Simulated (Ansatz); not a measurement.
Chalcopyrite CuInS2, relaxed in Ansatz (plane waves) with several semilocal functionals. Each gives its own volume and its own bulk modulus:

| level | V0 (Å³/atom) | bulk modulus B0 (GPa) | ln V0 | ln B0 |
|---|---|---|---|---|
| LDA | 20.111 | 83.8 | 3.0013 | 4.4284 |
| PBE-D3(BJ) | 21.014 | 72.6 | 3.0452 | 4.2850 |
| r²SCAN | 21.212 | 73.6 | 3.0546 | 4.2986 |
| PBE | 21.836 | 64.7 | 3.0836 | 4.1698 |
| RPBE | 22.674 | 56.1 | 3.1212 | 4.0271 |
| BLYP | 23.288 | 53.2 | 3.1479 | 3.9741 |

Q: Fit a straight line to ln B0 against ln V0. What does it predict for rVV10, whose volume is 22.087 Å³/atom?

A: With x = ln V0 and y = ln B0: means 3.07563 and 4.19717; Σ(Δx Δy) = -0.0461, Σ(Δx²) = 0.0143, so the slope is -3.23. At x = 3.0950 the line gives y = 4.19717 + (-3.23) × (3.0950 − 3.07563) = 4.1346, or 62.5 GPa. The run with rVV10 gives 65.0 GPa, +4.0 % from the line. The rows used scatter about it by up to 3.4 %, while the largest value lies 58 % above the smallest. For comparison, PBE's own equation of state has B′ = 4.9, the slope −d ln B/d ln V at a fixed functional.

Ansatz's density-functional and Hartree–Fock values are scalar-relativistic unless marked +SOC, with PAW data made under PBE.

Ansatz is a program for electronic structure.
